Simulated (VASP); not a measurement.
# BN (Fmm2) in VASP: a series of runs

One crystal, BN, is run at these levels: PBE; tasks: single point.

Everything below comes from runs of VASP 6.6.1. Logs are shortened: lines on timing, memory, paths and dates and some standing lists are left out, and cuts for length are marked.

### Step 1. Starting point

Symmetry: Fmm2, No. 42, orthorhombic system. The conventional cell has a = 2.503 Å, b = 6.991 Å, c = 4.332 Å, α = 90.00°, β = 90.00°, γ = 90.00°. N (site symmetry mm2) is surrounded by 3 B at 1.44 Å. B (site symmetry mm2) has 3 N at 1.44 Å as nearest neighbours.

Measurements of this composition are mostly on another form, of space group No. 194.

### Step 2. Single point, PBE

INCAR

```
PREC = Accurate
ENCUT = 280
EDIFF = 1E-7
ISMEAR = 0
SIGMA = 0.05
LREAL = False
LASPH = True
NELM = 100
ALGO = Normal
ISIF = 2
LWAVE = False
LCHARG = False
GGA = PE
ADDGRID = False
```

KPOINTS

```
regular mesh
0
Gamma
  5 5 5
```

POSCAR

```
BN
1.0
    0.0000000000      3.4953158300      2.1660912400
    1.2516321000      0.0000000000      2.1660912400
    1.2516321000      3.4953158300      0.0000000000
N B
1 1
Direct
    0.6643870000      0.6373240000      0.3259630000
   -0.0156690000     -0.0240960000      1.0349220000
```

Potentials or basis: VASP PAW PBE potentials, release 64 (N_s, B_s).

Started as:

```sh
cat potpaw_PBE.64/N_s/POTCAR potpaw_PBE.64/B_s/POTCAR > POTCAR
mpirun -np 1 vasp_std > vasp.out
```

OUTCAR:

```text
PREC = Accurate
   ENCUT = 280
   EDIFF = 1E-7
   ISMEAR = 0
   LREAL = False
   LASPH = True
   NELM = 100
   ISIF = 2
   GGA = PE

 Found     63 irreducible k-points:

 Following reciprocal coordinates:
            Coordinates               Weight
  0.000000  0.000000  0.000000      1.000000
  0.200000 -0.000000 -0.000000      2.000000
 -0.200000 -0.200000 -0.200000      2.000000
 -0.000000  0.200000  0.000000      2.000000
  0.000000  0.000000  0.200000      2.000000
  0.400000  0.000000  0.000000      2.000000
   k-points           NKPTS =     63   k-points in BZ     NKDIM =     63   number of bands    NBANDS=      8
   number of dos      NEDOS =    301   number of ions     NIONS =      2
   total plane-waves  NPLWV =   6720
   dimension x,y,z NGX =    24 NGY =   14 NGZ =   20
   dimension x,y,z NGXF=    48 NGYF=   28 NGZF=   40
   ions per type =               1   1
   NGX,Y,Z   is equivalent  to a cutoff of   9.70,  9.30,  8.96 a.u.
   NGXF,Y,Z  is equivalent  to a cutoff of  19.41, 18.61, 17.91 a.u.
 SYSTEM =  unknown system
   PREC   = accura    normal or accurate (medium, high low for compatibility)
   ISTART =      0    job   : 0-new  1-cont  2-samecut
   ICHARG =      2    charge: 1-file 2-atom 10-const
   ISPIN  =      1    spin polarized calculation?
   LNONCOLLINEAR =      F non collinear calculations
   LSORBIT =      F    spin-orbit coupling
   LASPH  =      T    aspherical Exc in radial PAW
   ENCUT  =  280.0 eV  20.58 Ry    4.54 a.u.   5.61  3.41  5.07*2*pi/ulx,y,z
   NELM   =    100;   NELMIN=  2; NELMDL= -5     # of ELM steps
   EDIFF  = 0.1E-06   stopping-criterion for ELM
   LREAL  =      F    real-space projection
   EDIFFG = 0.1E-05   stopping-criterion for IOM
   NSW    =      0    number of steps for IOM
   IBRION =     -1    ionic relax: 0-MD 1-quasi-New 2-CG
   NFREE  =      0    steps in history (QN), initial steepest desc. (CG)
   ISIF   =      2    stress and relaxation
   ISYM   =      2    0-nonsym 1-usesym 2-fastsym
   POTIM  = 0.5000    time-step for ionic-motion
   TEBEG  =    0.0;   TEEND  =   0.0 temperature during run
   PSTRESS=    0.0 pullay stress
   NELECT =       8.0000    total number of electrons
   NUPDOWN=      -1.0000    fix difference up-down
   EMIN   =  10.00;   EMAX   =-10.00  energy-range for DOS
   EFERMI =   0.00;   METHOD = LEGACY
   ISMEAR =     0;   SIGMA  =   0.05  broadening in eV -4-tet -1-fermi 0-gaus
   EFERMI_NEDOS =   21; number of points for ismear=-14 and -15
   IALGO  =     38    algorithm
   IMIX   =      4    mixing-type and parameters
     AMIX     =   0.40;   BMIX     =  1.00
     AMIX_MAG =   1.60;   BMIX_MAG =  1.00
  volume/ion in A,a.u.               =       9.48        63.95
  Fermi-wavevector in a.u.,A,eV,Ry     =   1.228047  2.320672 20.518928  1.508099
  Thomas-Fermi vector in A             =   2.362987
   LORBIT       =      0    0 simple, 1 ext, 2 COOP (PROOUT), +10 PAW based schemes
   GGA     = PE    functional components
   LHFCALC =     F    Hartree Fock is set to
   AEXX    =    0.0000 exact exchange contribution
   IVDW    =     0    specifies the selected vdW correction
   LEPSILON=     F    determine dielectric tensor
   LRPA    =     F    only Hartree local field effects (RPA)
 non-spin polarized calculation
 Gauss-broadening in eV      SIGMA  =   0.05
  energy-cutoff  :      280.00
  volume of cell :       18.95
 maximum number of plane-waves:       208
 NGX is ok and might be reduce to    24
   NGX = 11   NGY =  7   NGZ =  9

 number of electron       8.0000000 magnetization

 Free energy of the ion-electron system (eV)
  ---------------------------------------------------
  ext. energy  EPLUGINS =         0.00000000
  ---------------------------------------------------
  free energy    TOTEN  =       -17.35759062 eV

  energy without entropy =      -17.35759062  energy(sigma->0) =      -17.35759062

 E-fermi :   3.2259     XC(G=0):  -9.7106

 val. band max:        2.9995403357   @ k =   0.4000   0.4000  -0.2000
 cond. band min:       7.1241427416   @ k =   0.0000   0.4000   0.4000
 fundamental gap:      4.1246024059
 Fermi energy:         3.2258794508

 k-point     1 :       0.0000    0.0000    0.0000
  band No.  band energies     occupation
      1     -14.7087      2.00000
      2      -1.3042      2.00000
      3       1.1086      2.00000
      4       2.5331      2.00000
      5       7.8436      0.00000
      6      13.7940      0.00000
      7      15.6980      0.00000
      8      16.2420      0.00000

 k-point     2 :       0.2000   -0.0000   -0.0000
  band No.  band energies     occupation
      1     -13.9134      2.00000
      2      -0.6186      2.00000
      3      -0.4478      2.00000
      4       0.1232      2.00000
      5       9.4115      0.00000
      6      13.6730      0.00000
      7      14.4409      0.00000
      8      18.5240      0.00000

 k-point     3 :      -0.2000   -0.2000   -0.2000
  band No.  band energies     occupation
      1     -13.9388      2.00000
      2      -1.2685      2.00000
      3      -0.4997      2.00000
      4       1.0718      2.00000
      5       9.3540      0.00000
      6      13.5964      0.00000
      7      14.6466      0.00000
      8      17.4535      0.00000

 k-point     4 :      -0.0000    0.2000    0.0000
  band No.  band energies     occupation
      1     -13.9389      2.00000
      2      -1.2757      2.00000
      3      -0.4866      2.00000
      4       1.0708      2.00000
      5       9.3188      0.00000
      6      13.7095      0.00000
      7      14.5593      0.00000
      8      17.4432      0.00000

 k-point     5 :       0.0000    0.0000    0.2000
  band No.  band energies     occupation
      1     -13.9133      2.00000
      2      -0.6912      2.00000
      3      -0.3669      2.00000
      4       0.1255      2.00000
      5       9.3347      0.00000
      6      13.7838      0.00000
      7      14.3903      0.00000
      8      18.5247      0.00000

 k-point     6 :       0.4000    0.0000    0.0000
  band No.  band energies     occupation
      1     -11.9712      2.00000
      2      -4.8095      2.00000
      3      -1.1830      2.00000
      4       1.3365      2.00000
      5       9.2532      0.00000
      6      12.5653      0.00000
      7      15.1589      0.00000
      8      19.8581      0.00000

 [... further k-points ...]
[... 5 lines left out ...]
  --------------------------------------------------------------------------------------
  -------------------------------------------------------------------------------------
  Total        0.6411128     -0.4664374      1.0703389     -0.2527864      0.0415264      0.8978460
  in kB       54.1969890    -39.4306611     90.4819675    -21.3695007      3.5104716     75.9001430
  external PRESSURE =      35.0827652 kB  Pullay stress =       0.0000000 kB

 VOLUME and BASIS-vectors are now :
 -----------------------------------------------------------------------------
  energy-cutoff  :      280.00
  volume of cell :       18.95
      direct lattice vectors                 reciprocal lattice vectors
     0.000000000  3.495315830  2.166091240    -0.399478409  0.143048590  0.230830535
     1.251632100  0.000000000  2.166091240     0.399478409 -0.143048590  0.230830535
     1.251632100  3.495315830  0.000000000     0.399478409  0.143048590 -0.230830535

 POSITION                                       TOTAL-FORCE (eV/Angst)
 -----------------------------------------------------------------------------------
      1.20568      3.46159      2.81962         2.576180      1.238659     -0.577653
      1.26518      3.56261      4.24605        -2.576180     -1.238659      0.577653
 -----------------------------------------------------------------------------------
    total drift:                                0.000279     -0.000301      0.000109

  FREE ENERGIE OF THE ION-ELECTRON SYSTEM (eV)
  ---------------------------------------------------
  free  energy   TOTEN  =       -17.3575906236 eV

  energy  without entropy=      -17.3575906236  energy(sigma->0) =      -17.35759062
```

OSZICAR:

```text
N       E                     dE             d eps       ncg     rms          rms(c)
DAV:   1     0.769887398803E+01    0.76989E+01   -0.32859E+03  1080   0.602E+02
DAV:   2    -0.188717483733E+02   -0.26571E+02   -0.25254E+02  1360   0.186E+02
DAV:   3    -0.192594709297E+02   -0.38772E+00   -0.38772E+00  1304   0.211E+01
DAV:   4    -0.192629711927E+02   -0.35003E-02   -0.35003E-02  1608   0.203E+00
DAV:   5    -0.192629731457E+02   -0.19531E-05   -0.19531E-05  1344   0.424E-02    0.182E+01
DAV:   6    -0.175677641570E+02    0.16952E+01   -0.68497E+00  1488   0.240E+01    0.215E+01
DAV:   7    -0.174401226450E+02    0.12764E+00   -0.12291E-01  1488   0.407E+00    0.159E+01
DAV:   8    -0.173591971524E+02    0.80925E-01   -0.33129E-01  1608   0.655E+00    0.110E+00
DAV:   9    -0.173575020364E+02    0.16951E-02   -0.42619E-03  1088   0.814E-01    0.373E-01
DAV:  10    -0.173575241941E+02   -0.22158E-04   -0.18576E-03  1520   0.519E-01    0.808E-02
DAV:  11    -0.173575704705E+02   -0.46276E-04   -0.44489E-05  1136   0.687E-02    0.562E-02
DAV:  12    -0.173575905248E+02   -0.20054E-04   -0.22891E-05  1120   0.399E-02    0.824E-03
DAV:  13    -0.173575906236E+02   -0.98759E-07   -0.25938E-07  1656   0.641E-03
   1 F= -.17357591E+02 E0= -.17357591E+02  d E =-.869616E-12
```

stdout:

```text
POSCAR found type information on POSCAR N B
 POSCAR found :  2 types and       2 ions
 scaLAPACK will be used
 LDA part: xc-table for (Slater+PW92), standard interpolation
 POSCAR, INCAR and KPOINTS ok, starting setup
 FFT: planning ... GRIDC
 FFT: planning ... GRID_SOFT
 FFT: planning ... GRID
 WAVECAR not read
 entering main loop
```

Run time: 2.4 s. Hardware: 1 thread of Intel Xeon 6975P-C (Granite Rapids), shared host; peak memory 0.11 GiB.

These settings aren't checked as converged: the numbers below hold their error.

Results:

* Free energy: -17.3576 eV
* Largest force: 2.916 eV/Å
* Band gap on the k mesh: 4.12 eV, indirect (least direct gap 4.77 eV)

Caveat: the k mesh is coarse (spacing up to 0.61 Å⁻¹), so the values aren't converged; the cutoff is under 1.25 times the usual one of these potentials, so pressure, stress and relaxed cells hold a basis-set (Pulay) error; an odd mesh through Γ misses points on the zone boundary, where band edges often lie.

### Step 3. Single point, PBE

INCAR, as its differences from that of step 2:

```diff
@@ -1,3 +1,3 @@
 PREC = Accurate
-ENCUT = 280
+ENCUT = 340
 EDIFF = 1E-7
```

KPOINTS is that of step 2.

POSCAR

```
BN
1.0
    0.0000000000      3.4953158300      2.1660912400
    1.2516321000      0.0000000000      2.1660912400
    1.2516321000      3.4953158300      0.0000000000
N B
1 1
Direct
    0.6666513400      0.6666513400      0.3333486600
    0.0000486500      0.0000486500      0.9999513500
```

Potentials or basis: VASP PAW PBE potentials, release 64 (N_s, B_s).

Started as:

```sh
cat potpaw_PBE.64/N_s/POTCAR potpaw_PBE.64/B_s/POTCAR > POTCAR
mpirun -np 1 vasp_std > vasp.out
```

Wall time 2.3 s (1 thread of Intel Xeon 6975P-C (Granite Rapids), shared host); peak memory 0.11 GiB.

These settings aren't checked as converged: the numbers below hold their error.

What came out:

```yaml
Free_energy: -17.5325 eV
Pressure: 4.5 GPa
Largest_force: 0.012 eV/Å
Band_gap_on_the_k_mesh: 4.29 eV, indirect (least direct gap 4.99 eV)
```

Caveat: the k mesh is coarse (spacing up to 0.61 Å⁻¹), so the values aren't converged; the cutoff is under 1.25 times the usual one of these potentials, so pressure, stress and relaxed cells hold a basis-set (Pulay) error; an odd mesh through Γ misses points on the zone boundary, where band edges often lie.

(Part 1 of 2 ends here.)
